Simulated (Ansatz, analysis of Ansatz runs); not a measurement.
**Substitutional Se in Si: charge-transition level against experiment**

Subject: substitutional Se in Si. Wanted: its charge-transition level, in one set-up (r2SCAN, 64-site cell, r2SCAN lattice, 500 eV, k: the single point 1/4 1/4 1/4 then 2x2x2 shifted 0.5 0.5 0.5). The model is a cell of 64 host atoms with 1 Si taken out and 1 Se put in. The level is the Fermi energy at which two charge states have equal formation energy, after a correction for the images of the charge. A meta-GGA costs about twice a GGA and mends lattice constants and part of the gap.

Measured beforehand: (+1/0) level below the conduction-band bottom, printed as 307 meV: 0.307 eV, by binding energy of Se0 quoted from literature (method not stated in this paper) (quoted in “Spin relaxation and donor-acceptor recombination of Se+ in 28-silicon”, 2015, R. Lo Nardo et al., quoting earlier work (1984)). (+2/+1) level below the conduction-band bottom, printed as 593 meV: 0.593 eV, by thermal ionisation energy of Se+ quoted from literature (method not stated in this paper) (quoted in “Spin relaxation and donor-acceptor recombination of Se+ in 28-silicon”, 2015, R. Lo Nardo et al., quoting earlier work (1982)).

Method: plane-wave PAW DFT, r2SCAN; relaxation of all atoms of a defect supercell, in Ansatz 0.2.0.

## (1) Set-up

The cell holds 64 atoms: 63 Si and 1 Se. Its edges and angles: a = 10.888 Å, b = 10.888 Å, c = 10.888 Å, α = 90.0°, β = 90.0°, γ = 90.0°. It derives from Si (space group Fd-3m). Nearest the centre at fractional (0.375, 0.375, 0.375): Se8 at 0.00 Å, Si4 at 2.36 Å, Si27 at 2.36 Å, Si42 at 2.36 Å, Si49 at 2.36 Å, Si15 at 3.85 Å, Si7 at 3.85 Å, Si5 at 3.85 Å. The cell carries charge +2.

The host's primitive cell comes from a first run (plane-wave PAW DFT, r2SCAN; relaxation of the host's cell and atoms): vectors of 3.850, 3.850 and 3.850 Å. That is 20.17 Å³ an atom, 0.7 % over the diffraction cell's volume. The supercell is built on it.

## (2) Relaxation, charge +2

Every later number rests on the structure around the defect, so the atoms are relaxed at the host's lattice first.

relax0/input.yaml

```yaml
relax:
  f_tol: 0.02
  max_steps: 80
  random_displacement: { amplitude: 0.05, seed: 414 }
crystal:
  lattice:
    - [10.88847935, 0.0, 0.0]
    - [0.0, 10.88847935, 0.0]
    - [0.0, 0.0, 10.88847935]
  atoms:
    - { symbol: Si, position: [0.0, 0.0, 0.25] }
    - { symbol: Si, position: [0.0, 0.25, 0.0] }
    - { symbol: Si, position: [0.25, 0.0, 0.0] }
    - { symbol: Si, position: [0.25, 0.25, 0.25] }
    - { symbol: Si, position: [0.125, 0.125, 0.375] }
    - { symbol: Si, position: [0.125, 0.375, 0.125] }
    - { symbol: Si, position: [0.375, 0.125, 0.125] }
    - { symbol: Se, position: [0.375, 0.375, 0.375] }
    - { symbol: Si, position: [0.0, 0.0, 0.75] }
    - { symbol: Si, position: [0.0, 0.25, 0.5] }
    - { symbol: Si, position: [0.25, 0.0, 0.5] }
    - { symbol: Si, position: [0.25, 0.25, 0.75] }
    - { symbol: Si, position: [0.125, 0.125, 0.875] }
    - { symbol: Si, position: [0.125, 0.375, 0.625] }
    - { symbol: Si, position: [0.375, 0.125, 0.625] }
    - { symbol: Si, position: [0.375, 0.375, 0.875] }
    - { symbol: Si, position: [0.0, 0.5, 0.25] }
    - { symbol: Si, position: [0.0, 0.75, 0.0] }
    - { symbol: Si, position: [0.25, 0.5, 0.0] }
    - { symbol: Si, position: [0.25, 0.75, 0.25] }
    - { symbol: Si, position: [0.125, 0.625, 0.375] }
    - { symbol: Si, position: [0.125, 0.875, 0.125] }
    - { symbol: Si, position: [0.375, 0.625, 0.125] }
    - { symbol: Si, position: [0.375, 0.875, 0.375] }
    - { symbol: Si, position: [0.0, 0.5, 0.75] }
    - { symbol: Si, position: [0.0, 0.75, 0.5] }
    - { symbol: Si, position: [0.25, 0.5, 0.5] }
    - { symbol: Si, position: [0.25, 0.75, 0.75] }
    - { symbol: Si, position: [0.125, 0.625, 0.875] }
    - { symbol: Si, position: [0.125, 0.875, 0.625] }
    - { symbol: Si, position: [0.375, 0.625, 0.625] }
    - { symbol: Si, position: [0.375, 0.875, 0.875] }
    - { symbol: Si, position: [0.5, 0.0, 0.25] }
    - { symbol: Si, position: [0.5, 0.25, 0.0] }
    - { symbol: Si, position: [0.75, 0.0, 0.0] }
    - { symbol: Si, position: [0.75, 0.25, 0.25] }
    - { symbol: Si, position: [0.625, 0.125, 0.375] }
    - { symbol: Si, position: [0.625, 0.375, 0.125] }
    - { symbol: Si, position: [0.875, 0.125, 0.125] }
    - { symbol: Si, position: [0.875, 0.375, 0.375] }
    - { symbol: Si, position: [0.5, 0.0, 0.75] }
    - { symbol: Si, position: [0.5, 0.25, 0.5] }
    - { symbol: Si, position: [0.75, 0.0, 0.5] }
    - { symbol: Si, position: [0.75, 0.25, 0.75] }
    - { symbol: Si, position: [0.625, 0.125, 0.875] }
    - { symbol: Si, position: [0.625, 0.375, 0.625] }
    - { symbol: Si, position: [0.875, 0.125, 0.625] }
    - { symbol: Si, position: [0.875, 0.375, 0.875] }
    - { symbol: Si, position: [0.5, 0.5, 0.25] }
    - { symbol: Si, position: [0.5, 0.75, 0.0] }
    - { symbol: Si, position: [0.75, 0.5, 0.0] }
    - { symbol: Si, position: [0.75, 0.75, 0.25] }
    - { symbol: Si, position: [0.625, 0.625, 0.375] }
    - { symbol: Si, position: [0.625, 0.875, 0.125] }
    - { symbol: Si, position: [0.875, 0.625, 0.125] }
    - { symbol: Si, position: [0.875, 0.875, 0.375] }
    - { symbol: Si, position: [0.5, 0.5, 0.75] }
    - { symbol: Si, position: [0.5, 0.75, 0.5] }
    - { symbol: Si, position: [0.75, 0.5, 0.5] }
    - { symbol: Si, position: [0.75, 0.75, 0.75] }
    - { symbol: Si, position: [0.625, 0.625, 0.875] }
    - { symbol: Si, position: [0.625, 0.875, 0.625] }
    - { symbol: Si, position: [0.875, 0.625, 0.625] }
    - { symbol: Si, position: [0.875, 0.875, 0.875] }
  host:
    repeats: [2, 2, 2]
    atoms:
      - { symbol: Si, position: [0.0, 0.0, 0.5] }
      - { symbol: Si, position: [0.0, 0.5, 0.0] }
      # ... 6 more atoms of the perfect host
total_charge: 2
basis:
  ecutwfc: 500
  xc_grid: 2
hamiltonian:
  xc: r2scan
kpoints:
  mp_grid: { grid: [1, 1, 1], shift: [0.25, 0.25, 0.25] }
scf:
  occupations: { method: fermi_dirac, width: 0.01 }
  max_iter: 120
output:
  forces: true
  charged_corrections:
    epsilon: 13.32
    static_epsilon: 13.32
    defect_position: [0.375, 0.375, 0.375]
checkpoint:
  write: "../relax0.run"
  compress: false
  write_wavefunctions: true
  write_every: 100000
```

Started as:

```console
> ansatz run input.yaml --threads 4 --pin off --max-ram 7536MiB --backend cpu --events-out ev --progress --plain --runs-dir out
```

Numbers of over 12 decimals in the logs are rounded to 6 here.

What it wrote:

```text
[... repeated set-up lines and file paths are left out, and long positions are rounded to six places ...]
Engine: ansatz 0.2.0, aarch64-unknown-linux-gnu
Pseudopotentials: kind: paw
Pseudopotential: Si, paw, valence charge 4, recommended cutoff 500 eV (meta_gga), Si.paw.azcp
Pseudopotential: Se, paw, valence charge 16, recommended cutoff 500 eV (meta_gga), Se.paw.azcp
Functional definition: r2SCAN
  parameter k0 = 0.174
  parameter k1 = 0.065
  parameter a1 = 4.9479
  exchange = r2scan_x(k0 = k0, k1 = k1, a1 = a1)
  correlation = r2scan_c
Crystal: 64 atoms, lattice volume = 1290.927 Å³
Basis set: ecut = 500 eV, 32795 PW (Γ), exchange–correlation on 160×160×160 points (8 copies of the dense FFT grid, shifted against one another)
Bands: 197, of which v1, the nominal top of the filled ones, is band 133 counted from 1 (132 counted from 0)
Symmetry: 1 space group operations
k-points: 1
Non-local potential: Si, projectors of the file, l = 0: 2, l = 1: 2, l = 2: 2
Non-local potential: Se, projectors of the file, l = 0: 2, l = 1: 2, l = 2: 3, l = 3: 1
PAW form: soft (Blöchl's): semilocal exchange-correlation on the pseudo side does not see the compensation charge
PAW frozen core: Si, regenerated for the run's functional (the file was generated under x = pbe(κ = 0.804, μ = 0.219515), c = pbe(β = 0.066725))
PAW frozen core: Se, regenerated for the run's functional (the file was generated under x = pbe(κ = 0.804, μ = 0.219515), c = pbe(β = 0.066725))
PAW one-centre angular grid: Si, 302 points (default); XC on 160 Gauss nodes
PAW one-centre angular grid: Se, 590 points (default); XC on 160 Gauss nodes
Initial density: superposition of atomic densities (neutral atoms scaled as one to the charged cell's electrons: chi_scale 0, normalization atom), corrected by the library's trained network
Initial wavefunctions: pseudopotential atomic-orbital guess
Functional: x = r2scan, c = r2scan; τ floored in thin density (d = 2e-4 eV/Å³)
SCF iter   1: F=—  HF=-45749.598034 eV  |F-HF|=—  |Δ(HF+E_count)|=         —  Δρ=5.89e-3  dr2=7.67e-1  dr2_τ=3.76e-1  ethr=1.77e-3  ⟨swp⟩=6.0  Hψ=901  notcnv=0  defer=43
preconditioner: auto → Resta (q_TF=auto, 2.097 Å⁻¹)  ε∞=4.9  [insulator: Δε(μ)=0.847 eV  Ē_g=8.301 eV  σ=0.010 eV  W_gap=1.00  n_scr=202 (ndim 8)  ℏωp=16.5 eV  f_vac=0.000  D(μ)=0.00/eV (n_scr^D=0)  ε∞_Penn≈4.9]
SCF iter   2: F=—  HF=-45749.886651 eV  |F-HF|=—  |Δ(HF+E_count)|=   2.89e-1  Δρ=3.29e-3  dr2=1.33e-1  dr2_τ=2.10e-3  ethr=2.88e-4  ⟨swp⟩=3.0  Hψ=374  notcnv=0  defer=57
SCF iter   3: F=—  HF=-45749.865254 eV  |F-HF|=—  |Δ(HF+E_count)|=   2.14e-2  Δρ=1.06e-3  dr2=1.28e-2  dr2_τ=2.71e-4  ethr=4.99e-5  ⟨swp⟩=3.0  Hψ=281  notcnv=0  defer=57
SCF iter   4: F=—  HF=-45749.864036 eV  |F-HF|=—  |Δ(HF+E_count)|=   1.22e-3  Δρ=2.19e-4  dr2=8.34e-4  dr2_τ=6.43e-6  ethr=4.80e-6  ⟨swp⟩=3.0  Hψ=284  notcnv=0  defer=57
SCF iter   5: F=—  HF=-45749.864075 eV  |F-HF|=—  |Δ(HF+E_count)|=   3.91e-5  Δρ=6.19e-5  dr2=7.31e-5  dr2_τ=9.52e-7  ethr=3.14e-7  ⟨swp⟩=2.0  Hψ=263  notcnv=0  defer=57
SCF iter   6: F=-45749.864107 eV  HF=-45749.864108 eV  |F-HF|=6.99e-7  |Δ(HF+E_count)|=   3.34e-5  Δρ=1.69e-5  dr2=6.15e-6  dr2_τ=9.39e-8  ethr=3.76e-9  ⟨swp⟩=4.0  Hψ=595  notcnv=0
SCF 1 converged in 6 iterations: F = -45749.864107 eV  dr2 = 6.15e-6
  greatest PAW one-centre occupation: 1.000 electrons in one spin orbital (limit 2), on the Se atom at site 7 (counted from 0), in its partial waves of l = 2
relax step   1: F+E_penalty+E_count = -45749.86410740 eV  Δ(F+E_penalty+E_count) = +0.000e0 eV  max|allowed force component| = 1.809e0 eV/Å  Δτ_max = 0.0000 Å  (6 SCF iters, dr2 threshold 1.00e-5 eV, accepted)
[... the SCF cycles and remarks between the steps are left out from here to the last step ...]
relax step   2: F+E_penalty+E_count = -45751.36394195 eV  Δ(F+E_penalty+E_count) = -1.500e0 eV  max|allowed force component| = 3.926e-1 eV/Å  Δτ_max = 0.1755 Å  (5 SCF iters, dr2 threshold 1.00e-4 eV, accepted)
relax step   3: F+E_penalty+E_count = -45751.45712752 eV  Δ(F+E_penalty+E_count) = -9.319e-2 eV  max|allowed force component| = 1.008e-1 eV/Å  Δτ_max = 0.0383 Å  (5 SCF iters, dr2 threshold 9.63e-6 eV, accepted)
relax step   4: F+E_penalty+E_count = -45751.45708232 eV  Δ(F+E_penalty+E_count) = +4.520e-5 eV  max|allowed force component| = 1.046e-1 eV/Å  Δτ_max = 0.0417 Å  (5 SCF iters, dr2 threshold 6.35e-7 eV, rejected (line search))
relax step   5: F+E_penalty+E_count = -45751.45712883 eV  Δ(F+E_penalty+E_count) = -1.317e-6 eV  max|allowed force component| = 1.005e-1 eV/Å  Δτ_max = 0.0000 Å  (6 SCF iters, accepted)
relax step   6: F+E_penalty+E_count = -45751.45710570 eV  Δ(F+E_penalty+E_count) = +2.314e-5 eV  max|allowed force component| = 1.039e-1 eV/Å  Δτ_max = 0.0416 Å  (5 SCF iters, dr2 threshold 6.66e-7 eV, rejected (line search))
SCF iter   1: F=—  HF=-45751.459623 eV  |F-HF|=—  |Δ(HF+E_count)|=         —  Δρ=5.25e-4  dr2=4.52e-3  dr2_τ=1.29e-3  ethr=1.64e-5  ⟨swp⟩=6.0  Hψ=552  notcnv=0  defer=57
SCF iter   2: F=—  HF=-45751.460451 eV  |F-HF|=—  |Δ(HF+E_count)|=   8.28e-4  Δρ=2.78e-4  dr2=7.96e-4  dr2_τ=2.95e-6  ethr=1.70e-6  ⟨swp⟩=2.0  Hψ=367  notcnv=0  defer=57
SCF iter   3: F=—  HF=-45751.460459 eV  |F-HF|=—  |Δ(HF+E_count)|=   7.79e-6  Δρ=6.25e-5  dr2=3.55e-5  dr2_τ=2.42e-7  ethr=2.99e-7  ⟨swp⟩=2.0  Hψ=279  notcnv=0  defer=57
SCF iter   4: F=—  HF=-45751.460475 eV  |F-HF|=—  |Δ(HF+E_count)|=   1.61e-5  Δρ=9.19e-6  dr2=1.74e-6  dr2_τ=3.13e-8  ethr=1.33e-8  ⟨swp⟩=2.0  Hψ=261  notcnv=0  defer=57
SCF iter   5: F=—  HF=-45751.460475 eV  |F-HF|=—  |Δ(HF+E_count)|=   2.62e-7  Δρ=2.79e-6  dr2=1.55e-7  dr2_τ=5.59e-9  ethr=6.53e-10  ⟨swp⟩=2.0  Hψ=273  notcnv=0  defer=57
SCF iter   6: F=-45751.460475 eV  HF=-45751.460475 eV  |F-HF|=5.89e-9  |Δ(HF+E_count)|=   9.63e-9  Δρ=1.14e-6  dr2=2.46e-8  dr2_τ=6.41e-10  ethr=3.76e-11  ⟨swp⟩=4.0  Hψ=595  notcnv=0
SCF 7 converged in 6 iterations: F = -45751.460475 eV  dr2 = 2.46e-8
relax step   7: F+E_penalty+E_count = -45751.46047525 eV  Δ(F+E_penalty+E_count) = -3.346e-3 eV  max|allowed force component| = 1.842e-2 eV/Å  Δτ_max = 0.0164 Å  (6 SCF iters, accepted)
NSCF: frozen V_eff on 1 k-points
the band table was solved once a step of the walk had ended and its energy, with any forces and stress, was formed, with the checks that follow a solve (987 applications of the Hamiltonian). They found nothing against the state; [...]
iter 1 solved again at ethr=9.24e-12 eV; its pass at ethr=3.10e-3 eV (dr2=2.46e-8 eV) is discarded
SCF iter   1: F=—  HF=-45751.460475 eV  |F-HF|=—  |Δ(HF+E_count)|=         —  Δρ=1.14e-6  dr2=2.46e-8  dr2_τ=6.41e-10  ethr=9.24e-12  ⟨swp⟩=1.0  Hψ=549  notcnv=0
SCF iter   2: F=-45751.460475 eV  HF=-45751.460475 eV  |F-HF|=4.15e-9  |Δ(HF+E_count)|=   1.55e-9  Δρ=6.73e-7  dr2=7.22e-9  dr2_τ=1.22e-10  ethr=9.24e-12  ⟨swp⟩=3.0  Hψ=467  notcnv=0
SCF 8 converged in 2 iterations: F = -45751.460475 eV  dr2 = 7.22e-9
NSCF: frozen V_eff on 1 k-points
the band table was solved once a step of the walk had ended and its energy, with any forces and stress, was formed, with the checks that follow a solve (688 applications of the Hamiltonian). They found nothing against the state; [...]
SCF converged after 2 iterations
Free energy (F): -45751.460475 eV
Harris-Foulkes:  -45751.460475 eV  (|F-HF|=4.15e-9)
Internal energy: -45751.460475 eV  (E = F + TS)
E sigma→0 (E₀):  -45751.460475 eV
Fermi energy:    6.304704 eV
--- Per-component energies (eV) ---
  E_band       = -237.668941
  E_kinetic    = 2640.562222
  E_local      = -5285.917453  (includes V_loc(G=0)·N_el)
  E_nonlocal   = 973.791190
  E_hartree    = 2235.370750
  E_xc         = -3324.421090
  E_vxc        = -3213.581065  (∫ρ·V_xc dr)
  E_paw        = -34652.929376  (= ΣΔE_a)
  E_vpaw       = 50.064330  (= ΣTr[D̂ρ^β])
  E_aug_tail   = 0.000072  (compensation charges beyond the density's cutoff)
  E_vtau       = 126.670304  (kinetic-family band-sum trace: ∫τ·v_τ [+ j·A + Jᵃ·Aᵃ] dr)
  E_ewald      = -8331.336742
  E_core_change = -6.580048  (= ΣΔE_core)
  E_smearing   = -0.000000  (= −TS)
  E_closure    = 0.000000  (closes the sum)
  E_deformation_potential = 25.075726  (in the stress; not in F)
  Σ components = -45751.460475   (vs F -45751.460475, Δ=0.00e0)
--- Forces (eV/Å), atoms counted from 1 ---
  atom   1  Si     0.00243074     0.00052616     0.00190281
  atom   2  Si     0.00163441     0.00344102     0.00264413
  [... 1 atom left out ...]
  atom   4  Si     0.00750739     0.00970043     0.01049504
  atom   5  Si     0.00212963     0.00298829    -0.00131329
  atom   6  Si     0.00221201    -0.00116212     0.00063207
  atom   7  Si    -0.00212362     0.00028004     0.00363015
  atom   8  Se    -0.01840891    -0.00640792    -0.00816830
  [... 12 atoms left out ...]
  atom  21  Si     0.00167272    -0.00260846     0.00050586
  [... 1 atom left out ...]
  atom  23  Si    -0.00008319    -0.00368941     0.00208489
  [... 3 atoms left out ...]
  atom  27  Si    -0.00009377     0.00045381    -0.00012816
  [... 14 atoms left out ...]
  atom  42  Si     0.00573991    -0.00535569     0.00771961
  [... 6 atoms left out ...]
  atom  49  Si     0.00505274     0.00712269    -0.00452885
  [... 15 atoms left out ...]
  max |Σ_I F_I| component: 3.24e-3 eV/Å
--- Charged-cell corrections in eV (Makov–Payne, q = +2.000 e, ε = 13.320) ---
  F (periodic)     = -45751.460475  (uncorrected; the corrections below are reported, never added to it)
  E_corr1          = +0.563398  (monopole, q²α_M/2εL)
  F Makov-Payne    = -45750.897077  (F + E_corr1; no measured alignment; for a localised charge, not one spread in a band: unchecked)
  no potential alignment in this run, which stands beside a crystal: run the host's input off ansatz write-host-input, and read the two finished runs by ansatz place-levels (neither reads a slab, a wire or a sheet, whose cell leaves a vacuum)
--- Band table (eV) ---
  k-point 0: bands = ["-44.1770", "-44.1676", "-44.1674", "-44.1502", [... 189 left out ...] "10.5137", "10.5138", "10.5612", "10.6847"]
--- Relaxed structure (7 steps of the walk, 5 accepted, 0 SCFs on fresh bases) ---
  F+E_penalty+E_count = -45751.46047525 eV   max|allowed force component| = 1.842e-2 eV/Å
  atoms:
    - { symbol: Si, position: [-0.000961, -0.001213, 0.248346] }
    - { symbol: Si, position: [-0.000911, 0.248344, -0.001245] }
    [... 1 atom left out ...]
    - { symbol: Si, position: [0.240961, 0.240591, 0.240619] }
    - { symbol: Si, position: [0.123089, 0.122740, 0.377458] }
    - { symbol: Si, position: [0.123036, 0.377444, 0.122849] }
    - { symbol: Si, position: [0.377800, 0.122783, 0.122746] }
    - { symbol: Se, position: [0.373636, 0.373311, 0.373354] }
    [... 12 atoms left out ...]
    - { symbol: Si, position: [0.124040, 0.626253, 0.372549] }
    [... 1 atom left out ...]
    - { symbol: Si, position: [0.372834, 0.626240, 0.123782] }
    [... 3 atoms left out ...]
    - { symbol: Si, position: [0.243624, 0.508165, 0.508222] }
    [... 14 atoms left out ...]
    - { symbol: Si, position: [0.508349, 0.243438, 0.508023] }
    [... 6 atoms left out ...]
    - { symbol: Si, position: [0.508338, 0.508034, 0.243473] }
    [... 15 atoms left out ...]
```

Run time: 2.1 min. Hardware: 4 threads of Arm Neoverse V1, shared host; peak memory 2.2 GiB; 8.2 min of CPU time.

The steps of the relaxation:

| step | energy less that of the first step (eV) | largest force component (eV/Å) |
| --- | --- | --- |
| 1 | 0.0000 | 1.8094 |
| 2 | -1.4998 | 0.3926 |
| 3 | -1.5930 | 0.1008 |
| 4 | -1.5930 | 0.1046 |
| 5 | -1.5930 | 0.1005 |
| 6 | -1.5930 | 0.1039 |
| 7 | -1.5964 | 0.0184 |

Relaxation steps 4, 6 were tried and not accepted.

The atoms that moved most (Å, from the sites as typed, ahead of the random displacement, the mean shift of all atoms taken out):

| atom | dx | dy | dz | length |
| --- | --- | --- | --- | --- |
| Si4 | -0.101 | -0.102 | -0.102 | 0.176 |
| Si27 | -0.072 | 0.089 | 0.089 | 0.145 |
| Si49 | 0.088 | 0.088 | -0.071 | 0.143 |
| Si42 | 0.088 | -0.071 | 0.087 | 0.143 |
| Si31 | 0.045 | 0.022 | 0.022 | 0.054 |
| Si53 | 0.022 | 0.021 | 0.044 | 0.054 |
| Si46 | 0.021 | 0.044 | 0.022 | 0.053 |
| Si7 | 0.028 | -0.024 | -0.025 | 0.044 |

Neighbours of Se8 at the end:

| atom | distance (Å) |
| --- | --- |
| Si4 | 2.503 |
| Si42 | 2.510 |
| Si49 | 2.511 |
| Si27 | 2.513 |
| Si6 | 3.858 |
| Si5 | 3.859 |
| Si7 | 3.859 |
| Si38 | 3.868 |
| Si15 | 3.868 |
| Si37 | 3.868 |
| Si23 | 3.869 |
| Si21 | 3.869 |
| Si14 | 3.870 |
| Si46 | 3.906 |
| Si53 | 3.906 |
| Si31 | 3.907 |

Read from the output:

- free energy: -45751.4605 eV

The series, run alike:

| run | outcome | energy less the first (eV) | moment (μB) | time |
| --- | --- | --- | --- | --- |
| relaxation, charge +2 | converged | 0.0000 | 0.00 | 2.1 min |
| relaxation, charge +1 | converged | 6.7148 | 1.00 | 5.5 min |
| relaxation, charge 0 | converged | 13.5631 | 0.00 | 1.7 min |

The relaxation ends 25 meV an atom lower than the displaced start, with a largest force component of 0.018 eV/Å.

[end of part 1 of 2]

[Logs are printed without paths, hosts, clocks, repeated set-up lines and the standing remarks that a program may print on its own settings, such as how far it seeks lower states.]

[Hosts, paths, dates, database ids (printed as entryN), source tags and the programs' standing remarks are cut or masked in the printed files.]

[For some hosts the program warned that the k-mesh of the response run may be too coarse for force constants and the static dielectric constant; such warnings are not shown here.]
